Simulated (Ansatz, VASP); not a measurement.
## Two plane-wave programs on WSe2

Contents of INCAR:

```
SYSTEM = WSe2
PREC     = Accurate       ! precision mode
ENCUT    = 520            ! plane-wave cutoff, eV
EDIFF    = 1E-6           ! SCF threshold, eV
ISMEAR   = 1              ! smearing method
SIGMA    = 0.05           ! smearing width, eV
LREAL    = .FALSE.        ! projectors in reciprocal space
LASPH    = .TRUE.         ! aspherical terms in the spheres
NELM     = 100            ! most SCF steps
ALGO     = Normal         ! electronic algorithm
ISIF     = 2              ! what is computed and relaxed
LWAVE    = .FALSE.        ! write WAVECAR
LCHARG   = .FALSE.        ! write CHGCAR
GGA      = PS             ! functional
NBANDS   = 35             ! bands
```

Contents of KPOINTS:

```
Automatic mesh
0
G
  6 6 2
  0 0 0
```

Contents of POSCAR:

```
WSe2
1.0
    3.2996683534      0.0000000000      0.0000000000
   -1.6498341767      2.8575966181      0.0000000000
    0.0000000000      0.0000000000     13.1485346418
W Se
2 4
Direct
    0.6666666667      0.3333333333      0.7500000000
    0.3333333333      0.6666666667      0.2500000000
    0.3333333333      0.6666666667      0.8766615397
    0.6666666667      0.3333333333      0.3766615397
    0.3333333333      0.6666666667      0.6233384603
    0.6666666667      0.3333333333      0.1233384603
```

Input for Ansatz:

```yaml
crystal:
  lattice:
    - [3.2996683534, 0.0, 0.0]
    - [-1.6498341767, 2.8575966181, 0.0]
    - [0.0, 0.0, 13.1485346418]
  atoms:
    - { symbol: W, position: [0.6666666667, 0.3333333333, 0.75] }
    - { symbol: W, position: [0.3333333333, 0.6666666667, 0.25] }
    - { symbol: Se, position: [0.3333333333, 0.6666666667, 0.8766615397] }
    - { symbol: Se, position: [0.6666666667, 0.3333333333, 0.3766615397] }
    - { symbol: Se, position: [0.3333333333, 0.6666666667, 0.6233384603] }
    - { symbol: Se, position: [0.6666666667, 0.3333333333, 0.1233384603] }
kpoints:
  mp_grid: { grid: [6, 6, 2] }
hamiltonian:
  xc: pbesol
scf:
  occupations: { method: methfessel_paxton, width: 0.05 }
  n_extra_bands: 5
output:
  forces: true
  stress: true
  eigenvalues: true
```

Alike in both runs: task single point; functional PBEsol; k mesh 6 × 6 × 2; occupations methfessel-paxton of order 1, width 0.05 eV; no spin polarisation.

|  | VASP | Ansatz |
| --- | --- | --- |
| version | VASP 6.6.1 | Ansatz 0.2.0 |
| potentials or method | VASP PAW PBE potentials, release 64 (W_sv, Se) | plane waves |
| plane-wave cutoff (eV) | 520 | 420 |
| valence electrons in the cell | 52 | 92 |

VASP gave:

| Property | Result |
| --- | --- |
| gap on the k mesh at the Fermi level (eV) | 1.00 |
| pressure (GPa) | -1.1 |
| largest component of the traceless stress (GPa) | 1.29 |
| rms of the force components (eV/Å) | 0.012 |

Question: Estimate Ansatz's values.

Answer: gap on the k mesh at the Fermi level (eV): 1.01; pressure (GPa): -1.5; largest component of the traceless stress (GPa): 1.20; rms of the force components (eV/Å): 0.016.

Atom by atom the forces differ by 0.028 eV/Å (rms over components). The functional is the same, so the differences come from potentials, cutoffs and numerics. The two sets of potentials don't hold the same shells in valence.

Caveats: the PAW data sets were made with another functional, which shifts forces and pressure a little (VASP); spin-orbit coupling is left out, which moves the levels of the heavy elements; this functional lacks dispersion, which binds the layers, so the pressure and a relaxed spacing across them are unreliable. As with any semilocal functional, this PBEsol gap is likely too small. A k mesh can miss the band edges.
